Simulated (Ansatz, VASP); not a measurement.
# Two plane-wave programs on Mg3Sb2

The input INCAR:

```
PREC = Accurate ; ENCUT = 500
EDIFF = 1E-6 ; ISMEAR = -1
SIGMA = 0.05 ; LREAL = False
LASPH = True ; NELM = 60
ALGO = Normal ; ISIF = 2
LWAVE = False ; LCHARG = False
GGA = PE
```

File KPOINTS:

```
Automatic mesh
0
Gamma
  7 7 4
```

File POSCAR:

```
Mg3Sb2
1.0
    4.5820000000      0.0000000000      0.0000000000
   -2.2910000000      3.9681284001      0.0000000000
    0.0000000000      0.0000000000      7.2440000000
Sb Mg
2 3
Direct
    0.6666666667      0.3333333333      0.7650000000
    0.3333333333      0.6666666667      0.2350000000
    0.0000000000      0.0000000000      0.0000000000
    0.6666666667      0.3333333333      0.3700000000
    0.3333333333      0.6666666667      0.6300000000
```

Contents of KPOINTS_OPT:

```
path GMKGALHA,LM,KH
20
line-mode
reciprocal
 0.0000000000  0.0000000000  0.0000000000  G
 0.5000000000  0.0000000000  0.0000000000  M

 0.5000000000  0.0000000000  0.0000000000  M
 0.3333333333  0.3333333333  0.0000000000  K

 0.3333333333  0.3333333333  0.0000000000  K
 0.0000000000  0.0000000000  0.0000000000  G

 0.0000000000  0.0000000000  0.0000000000  G
 0.0000000000  0.0000000000  0.5000000000  A

 0.0000000000  0.0000000000  0.5000000000  A
 0.5000000000  0.0000000000  0.5000000000  L

 0.5000000000  0.0000000000  0.5000000000  L
 0.3333333333  0.3333333333  0.5000000000  H

 0.3333333333  0.3333333333  0.5000000000  H
 0.0000000000  0.0000000000  0.5000000000  A

 0.5000000000  0.0000000000  0.5000000000  L
 0.5000000000  0.0000000000  0.0000000000  M

 0.3333333333  0.3333333333  0.0000000000  K
 0.3333333333  0.3333333333  0.5000000000  H
```

Contents of input.yaml:

```yaml
crystal:
  lattice:
    - [4.582, 0.0, 0.0]
    - [-2.291, 3.9681284001, 0.0]
    - [0.0, 0.0, 7.244]
  atoms:
    - { symbol: Sb, position: [0.6666666667, 0.3333333333, 0.765] }
    - { symbol: Sb, position: [0.3333333333, 0.6666666667, 0.235] }
    - { symbol: Mg, position: [0.0, 0.0, 0.0] }
    - { symbol: Mg, position: [0.6666666667, 0.3333333333, 0.37] }
    - { symbol: Mg, position: [0.3333333333, 0.6666666667, 0.63] }
hamiltonian:
  xc: pbe
  pseudopotentials: { kind: paw }
kpoints:
  mp_grid: { grid: [7, 7, 4] }
  band_path:
    path:
      - [[0.0, 0.0, 0.0], [0.5, 0.0, 0.0], [0.3333333333, 0.3333333333, 0.0], [0.0, 0.0, 0.0], [0.0, 0.0, 0.5], [0.5, 0.0, 0.5], [0.3333333333, 0.3333333333, 0.5], [0.0, 0.0, 0.5]]
      - [[0.5, 0.0, 0.5], [0.5, 0.0, 0.0]]
      - [[0.3333333333, 0.3333333333, 0.0], [0.3333333333, 0.3333333333, 0.5]]
    npoints: 14
scf:
  occupations: { method: fermi_dirac, width: 0.05 }
  n_extra_bands: 12
output:
  forces: true
  stress: true
  eigenvalues: true
  fatbands: false
```

Alike in both runs: task band structure; functional PBE; k mesh 7 × 7 × 4; occupations fermi-dirac, width 0.05 eV; no spin polarisation.

```csv
,VASP,Ansatz
version,VASP 6.6.1,Ansatz 0.2.0
potentials or method,"VASP PAW PBE potentials, release 54 (Sb, Mg)",Ansatz PAW
plane-wave cutoff (eV),500,420
valence electrons in the cell,16,60
```

VASP gave:

* gap on the k mesh at the Fermi level (eV): 0.34
* least direct gap on the mesh (eV): 1.17
* gap along the band path (eV): 0.27
* pressure (GPa): 1.0
* largest component of the traceless stress (GPa): 0.47
* rms of the force components (eV/Å): 0.190

Estimate Ansatz's values.

gap on the k mesh at the Fermi level (eV): 0.36; least direct gap on the mesh (eV): 1.17; gap along the band path (eV): 0.29; pressure (GPa): 0.9; largest component of the traceless stress (GPa): 0.46; rms of the force components (eV/Å): 0.183.

Atom by atom the forces differ by 0.007 eV/Å (rms over components). The two sets of potentials don't hold the same shells in valence.

Caveats: spin-orbit coupling is left out, which moves the levels of the heavy elements; the k mesh misses the band edges, so the gap on the mesh is wider than the one along the path (Ansatz). A hybrid or GW would open this gap; PBE tends to underestimate it.
